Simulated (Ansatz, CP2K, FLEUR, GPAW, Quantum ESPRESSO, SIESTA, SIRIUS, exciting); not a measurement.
# One calculation of ZrS2, 12 ways

```xyz
3
Lattice="3.6914 0.0000 0.0000 -1.8457 3.1968 0.0000 0.0000 0.0000 6.0411" Properties=species:S:1:pos:R:3 pbc="T T T"
Zr    0.0000    0.0000    0.0000
S     0.0000    2.1312    1.4372
S     1.8457    1.0656    4.6038
```

The cell is a database's computed one, not the measured one.

Alike in all runs: task band structure; functional PBE; k mesh 8 × 8 × 5; occupations fermi-dirac, width 0.05 eV; no spin polarisation; no spin-orbit coupling. Pressure is positive in compression and, in plane waves, holds the error of the finite cutoff, which Ansatz's Pulay term estimates and takes out. Gaps are the smaller of the mesh's and the band path's.

```tsv
program and potentials	plane-wave cutoff (eV)	notes	band gap (eV)	pressure (GPa)	largest force (eV/Å)
Ansatz, all-electron LAPW, scalar-relativistic	-	-	1.03	0.50	0.046
SIESTA, files PseudoDojo sr-pbe-0.4.1-standard, DZP (energy shift 0.003 Ry; two zetas on semicore shells)	-	atomic basis	0.88	1.40	0.330
FLEUR, all-electron, FLAPW	-	-	1.03	-	-
Ansatz, PseudoDojo stringent (PBE files)	898	-	?	?	?
Ansatz, Ansatz PAW (files of its older set among them)	580	-	1.03	0.51	0.047
SIRIUS, all-electron FP-LAPW (Koelling-Harmon valence), apw+lo standard	-	-	1.03	-	0.037
Ansatz, JTH PAW	990	-	1.03	0.43	0.033
CP2K, POTENTIAL_UZH Zr GTH-PBE-q12, S GTH-PBE-q6; TZVP-MOLOPT-PBE-GTH basis	-	atomic basis	1.03	0.71	0.144
exciting, all-electron LAPW+lo, shipped species files, valence relativity iora*	-	-	1.03	-	-
Quantum ESPRESSO, PseudoDojo 0.4.1 SR PBE standard	898	-	1.03	0.52	0.053
GPAW, GPAW PAW data sets (gpaw-data 1.2.1)	600	-	1.03	0.18	0.016
SIRIUS, all-electron FP-LAPW (ZORA valence), apw+lo standard	-	-	1.03	-	0.037
```

Estimate from the other rows what the run with Ansatz, PseudoDojo stringent (PBE files) gave.

Band gap 1.03 eV; pressure 0.53 GPa; largest force 0.053 eV/Å. The other rows, which needn't bracket it: band gap 0.88 to 1.03; pressure 0.18 to 1.40; largest force 0.016 to 0.330.
